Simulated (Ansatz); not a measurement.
**KCl: response to strain**

Aim: deform KCl (equal xy, yz and zx engineering shear strains of +3 %) and compute stress, forces and field gradients with LAPW, PAW and all-electron datasets made for the crystal.

Method: DFT LDA, scalar-relativistic, in Ansatz 0.2.0.

### Step 1. The starting structure

It takes space group Fm-3m (No. 225, cubic). Conventional cell: a = 6.312 Å, b = 6.312 Å, c = 6.312 Å, α = 90.00°, β = 90.00°, γ = 90.00°. K (site symmetry m-3m) is surrounded by 6 Cl at 3.16 Å. Around Cl (site symmetry m-3m) lie 6 K at 3.16 Å.

As a file:

```
CELL_PARAMETERS angstrom
0.00000 3.15610 3.15610
3.15610 0.00000 3.15610
3.15610 3.15610 0.00000
ATOMIC_POSITIONS crystal
K 0.00000 0.00000 0.00000
Cl 0.50000 0.50000 0.50000
```

Atoms are numbered in the order of the input: K1, Cl2.

### Step 2. After the deformation

Space group Fm-3m before, R-3m after.

### Step 3. LAPW, all electrons

input.yaml

```yaml
crystal:
  lattice:
    - [0.094683, 3.2034415, 3.2034415]
    - [3.2034415, 0.094683, 3.2034415]
    - [3.2034415, 3.2034415, 0.094683]
  atoms:
    - { symbol: K, position: [0.0, 0.0, 0.0] }
    - { symbol: Cl, position: [0.5, 0.5, 0.5] }
kpoints:
  mp_grid: { grid: [7, 7, 7] }
  band_path:
    path:
      - [0.0, 0.0, 0.0]
      - [0.5, 0.5, 0.5]
      - [0.2428775097, 0.5, 0.7571224903]
      - [-0.2428775097, 0.2428775097, 0.5]
      - [0.0, 0.0, 0.5]
      - [0.0, 0.0, 0.0]
      - [-0.3714387548, 0.0, 0.3714387548]
      - [0.0, 0.3714387548, 0.6285612452]
      - [0.0, 0.5, 0.5]
    npoints: 5
scf:
  occupations: { method: fermi_dirac, width: 0.03 }
hamiltonian:
  xc: lda
  pseudopotentials: { kind: all_electron, lapw: { basis_error: 0.001 } }
output:
  forces: true
  stress: true
  eigenvalues: true
```

Command:

```
> ansatz run input.yaml --threads 1 --pin off --max-ram 3072MiB --backend cpu --events-out ev --progress --plain --runs-dir out
```

### Step 4. Frozen-core PAW

input.yaml

```yaml
crystal:
  lattice:
    - [0.094683, 3.2034415, 3.2034415]
    - [3.2034415, 0.094683, 3.2034415]
    - [3.2034415, 3.2034415, 0.094683]
  atoms:
    - { symbol: K, position: [0.0, 0.0, 0.0] }
    - { symbol: Cl, position: [0.5, 0.5, 0.5] }
kpoints:
  mp_grid: { grid: [7, 7, 7] }
scf:
  occupations: { method: fermi_dirac, width: 0.03 }
hamiltonian:
  xc: lda
  pseudopotentials: { kind: paw }
output:
  forces: true
  stress: true
  eigenvalues: true
  efg: { contact_densities: true }
  write_density: true
  write_potential: true
  elf: true
  volumetric_format: npy
```

### Step 5. All-electron PAW on datasets made for the crystal

Edit input.yaml of step 4 so:

```diff
@@ -14,3 +14,3 @@
   xc: lda
-  pseudopotentials: { kind: paw }
+  pseudopotentials: { kind: all_electron, datasets: crystal }
 output:
@@ -20,5 +20 @@
   efg: { contact_densities: true }
-  write_density: true
-  write_potential: true
-  elf: true
-  volumetric_format: npy
```

(Steps that only read results are left out.)

Before running it: what results should come out? Wanted: pressure; largest shear or deviatoric stress.

The runs gave:

| quantity | value |
| --- | --- |
| pressure | LAPW -2.09, PAW -2.09, crystal datasets -2.09 GPa |
| largest shear or deviatoric stress (LAPW) | 0.24 GPa |

What this shows: The largest part of the stress beyond the pressure is 0.24 GPa in size; the atoms are carried along and not relaxed. No run of the undeformed cell stands beside it, so the pressure holds what the given cell had before the change. PAW: stress within 0.01 GPa of LAPW. Crystal datasets: stress within 0.01 GPa of LAPW.
